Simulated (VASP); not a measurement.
Runs of VASP 6.6.1 on CaS. The structure is cubic, space group Fm-3m (No. 225). The conventional cell has a = 5.718 Å, b = 5.718 Å, c = 5.718 Å, α = 90.00°, β = 90.00°, γ = 90.00°. Ca (site symmetry m-3m) has 6 S at 2.86 Å as nearest neighbours. S (site symmetry m-3m) has 6 Ca at 2.86 Å as nearest neighbours. The cell was built by a generator and needn't be a form met in nature.

```csv
task,level,potentials or basis,spin,cell,k mesh,cutoff (eV),smearing,grid for exact exchange (PRECFOCK),screening parameter,exchange at q = 0,GW scheme,cutoff of the response function,mesh quality,gap on the mesh (eV),pressure (GPa),moment (μB)
electrostatic potential,PBE,"VASP PAW PBE potentials, release 64 (Ca_sv, S)","non-collinear, zero start, SOC","Fm-3m, 23.37 Å³/atom",8 × 8 × 8,520,gaussian 0.02 eV,-,-,-,-,-,not flagged,-,-0.1,0.00
band structure,HSE06,"VASP PAW PBE potentials, release 64 (Ca_sv, S)",off,"Fm-3m, 23.37 Å³/atom",6 × 6 × 6,520,gaussian 0.02 eV,Fast,0.2 1/A,-,-,-,not flagged,3.45,-0.5,-
band structure,PBE,"VASP PAW PBE potentials, release 64 (Ca_sv, S)","non-collinear, zero start, SOC","Fm-3m, 23.37 Å³/atom",8 × 8 × 8,520,gaussian 0.02 eV,-,-,-,-,-,not flagged,-,-0.1,0.00
relaxation of cell and atoms,PBE,"VASP PAW PBE potentials, release 64 (Ca_sv, S)",off,relaxed,8 × 8 × 8,600,gaussian 0.02 eV,-,-,-,-,-,not flagged,2.38,0.0,-
electrostatic potential,PBE0,"VASP PAW PBE potentials, release 64 (Ca_sv, S)",off,"Fm-3m, 23.37 Å³/atom",6 × 6 × 6,520,gaussian 0.02 eV,Fast,-,default,-,-,not flagged,4.14,-0.5,-
electrostatic potential,PBE,"VASP PAW PBE potentials, release 64 (Ca_sv, S)",off,"Fm-3m, 23.37 Å³/atom",8 × 8 × 8,520,gaussian 0.02 eV,-,-,-,-,-,not flagged,2.38,0.0,-
band structure,PBE0,"VASP PAW PBE potentials, release 64 (Ca_sv, S)",off,"Fm-3m, 23.37 Å³/atom",6 × 6 × 6,520,gaussian 0.02 eV,Fast,-,truncated,-,-,not flagged,(a),-0.5,-
electrostatic potential,HSE06,"VASP PAW PBE potentials, release 64 (Ca_sv, S)",off,"Fm-3m, 23.37 Å³/atom",6 × 6 × 6,520,gaussian 0.02 eV,Fast,0.2 1/A,-,-,-,not flagged,3.45,-0.5,-
band structure,PBE,"VASP PAW PBE potentials, release 64 (Ca_sv, S)",off,"Fm-3m, 23.37 Å³/atom",8 × 8 × 8,520,gaussian 0.02 eV,-,-,-,-,-,not flagged,2.38,0.0,-
```

Q: Estimate the missing entries.

A: (a) 4.13.

Caveats: the PAW data sets were made with another functional, which shifts forces and pressure a little (some runs).

A k mesh can miss the band edges.
